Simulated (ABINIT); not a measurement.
# GaSb (F-43m) in ABINIT: equation of state with r2SCAN

Aim: the equation of state of GaSb with r2SCAN.

Everything below comes from runs of ABINIT 10.8.3 (patched build). Logs are shortened: lines on timing, memory, paths and dates and some standing lists are left out, and cuts for length are marked. The log counts tension as positive stress, the text compression.

## Step 1: The crystal as given

Symmetry: F-43m, No. 216, cubic system. The conventional cell has a = 6.118 Å, b = 6.118 Å, c = 6.118 Å, α = 90.00°, β = 90.00°, γ = 90.00°. Sb (site symmetry -43m) is surrounded by 4 Ga at 2.65 Å. Around Ga (site symmetry -43m) lie 4 Sb at 2.65 Å.

## Step 2: Equation of state, r2SCAN

File run.abi:

```
# Datasets: one volume each
ndtset 7
getwfk -1
scalecart1 3*0.9795861087
scalecart2 3*0.9864848297
scalecart3 3*0.9932883884
scalecart4 3*1.0000000000
scalecart5 3*1.0066227096
scalecart6 3*1.0131594038
scalecart7 3*1.0196128224

# Pseudopotentials
pp_dirpath "./"
pseudos "Sb.GGA_PBE-JTH.xml, Ga.GGA_PBE-JTH.xml"

# Structure
acell 4.3260792873 4.3260792873 4.3260792873 Angstrom
rprim
     0.0000000000     0.7071067812     0.7071067812
     0.7071067812     0.0000000000     0.7071067812
     0.7071067812     0.7071067812     0.0000000000
ntypat 2
znucl 51 31
natom 2
typat 1 2
xred
     0.7500000000     0.7500000000     0.7500000000
     0.0000000000     0.0000000000     0.0000000000

# Plane-wave basis
ecut 20.0
pawecutdg 40.0

# k points
kptopt 1
ngkpt 8 8 8
nshiftk 1
shiftk 0.0 0.0 0.0

# Exchange and correlation
ixc -497498
usekden 1
pawxcdev 0

# Bands and occupations
nband 18
occopt 3
tsmear 0.05 eV

# SCF cycle
nstep 100
tolvrs 1.0e-7

# Output
iomode 3
prtwf 1
prtden 0
prteig 0
prtebands 0
```

Potentials or basis: JTH PAW PBE v2.0.

The run is started by

```sh
$ abinit run.abi > log 2>&1
```

run.abo:

```text
.Version 10.8.3 of ABINIT
 DATASET    1 : space group F-4 3 m (#216); Bravais cF (face-center cubic)
================================================================================
 Values of the parameters that define the memory need for DATASET  1.
     intxc =       0    ionmov =       0      iscf =      17    lmnmax =      18
     lnmax =       6     mgfft =      36  mpssoang =       3    mqgrid =    3001
     natom =       2  nloc_mem =       2    nspden =       1   nspinor =       1
    nsppol =       1      nsym =      24    n1xccc =       1    ntypat =       2
    occopt =       3   xclevel =       2
       mpw =        1565          nfft =       46656          nkpt =          29
 PAW method is used; the additional fine FFT grid is defined by:
   mgfftf=        48    nfftf =    110592
================================================================================
================================================================================
[... 71 lines left out ...]
 DATASET    7 : space group F-4 3 m (#216); Bravais cF (face-center cubic)
================================================================================
 Values of the parameters that define the memory need for DATASET  7.
     intxc =       0    ionmov =       0      iscf =      17    lmnmax =      18
     lnmax =       6     mgfft =      36  mpssoang =       3    mqgrid =    3001
     natom =       2  nloc_mem =       2    nspden =       1   nspinor =       1
    nsppol =       1      nsym =      24    n1xccc =       1    ntypat =       2
    occopt =       3   xclevel =       2
       mpw =        1768          nfft =       46656          nkpt =          29
 PAW method is used; the additional fine FFT grid is defined by:
   mgfftf=        48    nfftf =    110592
================================================================================
================================================================================

--------------------------------------------------------------------------------
------------- Echo of variables that govern the present computation ------------
--------------------------------------------------------------------------------
 -outvars: echo values of preprocessed input variables --------
            acell      8.1751050520E+00  8.1751050520E+00  8.1751050520E+00 Bohr
              amu      1.21753000E+02  6.97230000E+01
             ecut      2.00000000E+01 Hartree
           getwfk          -1
              ixc     -497498
           jdtset        1    2    3    4    5    6    7
         kptrlatt        8    0    0      0    8    0      0    0    8
          kptrlen1     6.40657548E+01
          kptrlen2     6.45169369E+01
          kptrlen3     6.49618954E+01
          kptrlen4     6.54008404E+01
          kptrlen5     6.58339712E+01
          kptrlen6     6.62614765E+01
          kptrlen7     6.66835355E+01
            natom           2
            nband          18
           ndtset           7
            ngfft          36      36      36
          ngfftdg          48      48      48
             nkpt          29
            nstep         100
             nsym          24
           ntypat           2
           occopt           3
        pawecutdg      4.00000000E+01 Hartree
         pawxcdev           0
           prtden           0
        prtebands           0
           prteig           0
          prtkden           1
            rprim1     0.0000000000E+00  6.9267198023E-01  6.9267198023E-01
                       6.9267198023E-01  0.0000000000E+00  6.9267198023E-01
                       6.9267198023E-01  6.9267198023E-01  0.0000000000E+00
            rprim2     0.0000000000E+00  6.9755011263E-01  6.9755011263E-01
                       6.9755011263E-01  0.0000000000E+00  6.9755011263E-01
                       6.9755011263E-01  6.9755011263E-01  0.0000000000E+00
            rprim3     0.0000000000E+00  7.0236095512E-01  7.0236095512E-01
                       7.0236095512E-01  0.0000000000E+00  7.0236095512E-01
                       7.0236095512E-01  7.0236095512E-01  0.0000000000E+00
            rprim4     0.0000000000E+00  7.0710678120E-01  7.0710678120E-01
                       7.0710678120E-01  0.0000000000E+00  7.0710678120E-01
                       7.0710678120E-01  7.0710678120E-01  0.0000000000E+00
            rprim5     0.0000000000E+00  7.1178974407E-01  7.1178974407E-01
                       7.1178974407E-01  0.0000000000E+00  7.1178974407E-01
                       7.1178974407E-01  7.1178974407E-01  0.0000000000E+00
            rprim6     0.0000000000E+00  7.1641188486E-01  7.1641188486E-01
                       7.1641188486E-01  0.0000000000E+00  7.1641188486E-01
                       7.1641188486E-01  7.1641188486E-01  0.0000000000E+00
            rprim7     0.0000000000E+00  7.2097514092E-01  7.2097514092E-01
                       7.2097514092E-01  0.0000000000E+00  7.2097514092E-01
                       7.2097514092E-01  7.2097514092E-01  0.0000000000E+00
          spgroup         216
           tolvrs      1.00000000E-07
           tsmear      1.83746611E-03 Hartree
            typat      1  2
          usekden           1
           useylm           1
           xangst1     4.4948308599E+00  4.4948308599E+00  4.4948308599E+00
                       0.0000000000E+00  0.0000000000E+00  0.0000000000E+00
           xangst2     4.5264856412E+00  4.5264856412E+00  4.5264856412E+00
                       0.0000000000E+00  0.0000000000E+00  0.0000000000E+00
           xangst3     4.5577037703E+00  4.5577037703E+00  4.5577037703E+00
                       0.0000000000E+00  0.0000000000E+00  0.0000000000E+00
           xangst4     4.5885000001E+00  4.5885000001E+00  4.5885000001E+00
                       0.0000000000E+00  0.0000000000E+00  0.0000000000E+00
           xangst5     4.6188883031E+00  4.6188883031E+00  4.6188883031E+00
                       0.0000000000E+00  0.0000000000E+00  0.0000000000E+00
           xangst6     4.6488819244E+00  4.6488819244E+00  4.6488819244E+00
                       0.0000000000E+00  0.0000000000E+00  0.0000000000E+00
           xangst7     4.6784934357E+00  4.6784934357E+00  4.6784934357E+00
                       0.0000000000E+00  0.0000000000E+00  0.0000000000E+00
            xcart1     8.4939993074E+00  8.4939993074E+00  8.4939993074E+00
                       0.0000000000E+00  0.0000000000E+00  0.0000000000E+00
            xcart2     8.5538181747E+00  8.5538181747E+00  8.5538181747E+00
                       0.0000000000E+00  0.0000000000E+00  0.0000000000E+00
            xcart3     8.6128118888E+00  8.6128118888E+00  8.6128118888E+00
                       0.0000000000E+00  0.0000000000E+00  0.0000000000E+00
            xcart4     8.6710083289E+00  8.6710083289E+00  8.6710083289E+00
                       0.0000000000E+00  0.0000000000E+00  0.0000000000E+00
            xcart5     8.7284338990E+00  8.7284338990E+00  8.7284338990E+00
                       0.0000000000E+00  0.0000000000E+00  0.0000000000E+00
            xcart6     8.7851136288E+00  8.7851136288E+00  8.7851136288E+00
                       0.0000000000E+00  0.0000000000E+00  0.0000000000E+00
            xcart7     8.8410712753E+00  8.8410712753E+00  8.8410712753E+00
                       0.0000000000E+00  0.0000000000E+00  0.0000000000E+00
             xred      7.5000000000E-01  7.5000000000E-01  7.5000000000E-01
                       0.0000000000E+00  0.0000000000E+00  0.0000000000E+00
            znucl       51.00000   31.00000

================================================================================

 chkinp: Checking input parameters for consistency, jdtset=   1.

 chkinp: Checking input parameters for consistency, jdtset=   2.
[... 42 lines left out ...]
 getcut: wavevector=  0.0000  0.0000  0.0000  ngfft=  48  48  48
         ecut(hartree)=     40.000   => boxcut(ratio)=   2.10528

--- Pseudopotential description ------------------------------------------------
- pspini: atom type   1  psp file is ./Sb.GGA_PBE-JTH.xml
 Pseudopotential format is: paw10
 basis_size (lnmax)=  6 (lmn_size= 18), orbitals=   0   0   1   1   2   2
 Spheres core radius: rc_sph= 2.40089151
 Shapefunction is BESSEL type: shapef(r,l)=aa(1,l)*jl(q(1,l)*r)+aa(2,l)*jl(q(2,l)*r)
 Radius for shape functions =  2.00542650
 Compensation charge density is not taken into account in XC energy/potential

- pspini: atom type   2  psp file is ./Ga.GGA_PBE-JTH.xml
 Pseudopotential format is: paw10
 basis_size (lnmax)=  6 (lmn_size= 18), orbitals=   0   0   1   1   2   2
 Spheres core radius: rc_sph= 2.10359248
 Shapefunction is BESSEL type: shapef(r,l)=aa(1,l)*jl(q(1,l)*r)+aa(2,l)*jl(q(2,l)*r)
 Radius for shape functions =  1.80829011
 Compensation charge density is not taken into account in XC energy/potential

   1.37766554E+03                                ecore*ucvol(ha*bohr**3)
--------------------------------------------------------------------------------

================================================================================

--- !BeginCycle
iteration_state: {dtset: 1, }
solver: {iscf: 17, nstep: 100, nline: 4, wfoptalg: 10, }
tolerances: {tolvrs: 1.00E-07, }
...
[... 1292 lines left out ...]
-Cartesian components of stress tensor (GPa)         [Pressure= -2.4881E+00 GPa]
- sigma(1 1)=  2.48805423E+00  sigma(3 2)=  0.00000000E+00
- sigma(2 2)=  2.48805423E+00  sigma(3 1)=  0.00000000E+00
- sigma(3 3)=  2.48805423E+00  sigma(2 1)=  0.00000000E+00

== END DATASET(S) ==============================================================
================================================================================

 -outvars: echo values of variables after computation  --------
            acell      8.1751050520E+00  8.1751050520E+00  8.1751050520E+00 Bohr
           etotal1    -1.3443393942E+02
           etotal2    -1.3443485540E+02
           etotal3    -1.3443541293E+02
           etotal4    -1.3443564898E+02
           etotal5    -1.3443559710E+02
           etotal6    -1.3443529015E+02
           etotal7    -1.3443475854E+02
            fcart1     9.5101675631E-29 -7.7120379673E-46 -9.5101675631E-29
                      -9.5101675631E-29  7.7120379673E-46  9.5101675631E-29
            fcart2     5.9022879495E-30 -1.7706863848E-29  5.9022879495E-30
                      -5.9022879495E-30  1.7706863848E-29 -5.9022879495E-30
            fcart3    -1.1723720101E-29  2.3447440202E-29 -1.1723720101E-29
                       1.1723720101E-29 -2.3447440202E-29  1.1723720101E-29
            fcart4    -2.3290070091E-29 -2.3290070091E-29  6.9870210272E-29
                       2.3290070091E-29  2.3290070091E-29 -6.9870210272E-29
            fcart5    -0.0000000000E+00 -0.0000000000E+00 -0.0000000000E+00
                      -0.0000000000E+00 -0.0000000000E+00 -0.0000000000E+00
[... 38 lines left out ...]
                       0.0000000000E+00  0.0000000000E+00  0.0000000000E+00
           xangst1     4.4948308599E+00  4.4948308599E+00  4.4948308599E+00
                       0.0000000000E+00  0.0000000000E+00  0.0000000000E+00
           xangst2     4.5264856412E+00  4.5264856412E+00  4.5264856412E+00
                       0.0000000000E+00  0.0000000000E+00  0.0000000000E+00
           xangst3     4.5577037703E+00  4.5577037703E+00  4.5577037703E+00
                       0.0000000000E+00  0.0000000000E+00  0.0000000000E+00
           xangst4     4.5885000001E+00  4.5885000001E+00  4.5885000001E+00
                       0.0000000000E+00  0.0000000000E+00  0.0000000000E+00
           xangst5     4.6188883031E+00  4.6188883031E+00  4.6188883031E+00
                       0.0000000000E+00  0.0000000000E+00  0.0000000000E+00
           xangst6     4.6488819244E+00  4.6488819244E+00  4.6488819244E+00
                       0.0000000000E+00  0.0000000000E+00  0.0000000000E+00
           xangst7     4.6784934357E+00  4.6784934357E+00  4.6784934357E+00
                       0.0000000000E+00  0.0000000000E+00  0.0000000000E+00
             xred      7.5000000000E-01  7.5000000000E-01  7.5000000000E-01
                       0.0000000000E+00  0.0000000000E+00  0.0000000000E+00
 Calculation completed.
```

Wall time 11 min (1 thread of Arm Neoverse V1, shared host); peak memory 0.19 GiB.

Results:

- Equilibrium volume: 28.80 Å³/atom
- Bulk modulus: 53 GPa
- Pressure derivative of the bulk modulus: 4.8

Energy against volume, from the lowest point:
```csv
volume (Å³/atom),energy (meV/atom)
26.907,23.26
27.480,10.80
28.052,3.21
28.625,0.00
29.197,0.71
29.770,4.88
30.342,12.12
```

Caveat: pressures at fixed basis lie under the slope of the energies; the PAW data sets were made with another functional, which shifts forces and pressure a little. Zero-point motion and thermal expansion aren't in these numbers.
